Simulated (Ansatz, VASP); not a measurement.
# NaS5: VASP beside Ansatz

```
Na S
1.0
     6.50773    0.00000    0.00000
    -3.25386    5.63586    0.00000
     0.00000    0.00000    3.38250
Na S
1 5
Direct
  0.00000 0.00000 0.00000
  0.33333 0.66667 0.00000
  0.66667 0.33333 0.00000
  0.50000 0.00000 0.50000
  0.50000 0.50000 0.50000
  0.00000 0.50000 0.50000
```

Change from the starting cell: species swapped into the DyNi5 type (P6/mmm, No. 191).

Alike in both runs: functional PBE; k mesh 6 × 6 × 10; occupations gaussian, width 0.1 eV; no spin polarisation.

Ansatz relaxed the structure, and its values are those at the end. VASP's run is a single point on that final structure, the one shown.

|  | VASP | Ansatz |
| --- | --- | --- |
| version | VASP 6.6.1 | Ansatz 0.2.0 |
| potentials or method | VASP PAW PBE potentials, release 64 (Na_pv, S) | scalar-relativistic, plane waves, PAW |
| plane-wave cutoff (eV) | 520 | 420 |
| valence electrons in the cell | 37 | 39 |

|  | VASP | Ansatz | Ansatz less VASP |
| --- | --- | --- | --- |
| gap on the k mesh at the Fermi level (eV) | none | none | - |
| pressure (GPa) | -0.1 | 0.0 | +0.10 |

A gap of «none» marks a metal or a gap that the smearing closes. The two sets of potentials don't hold the same shells in valence.
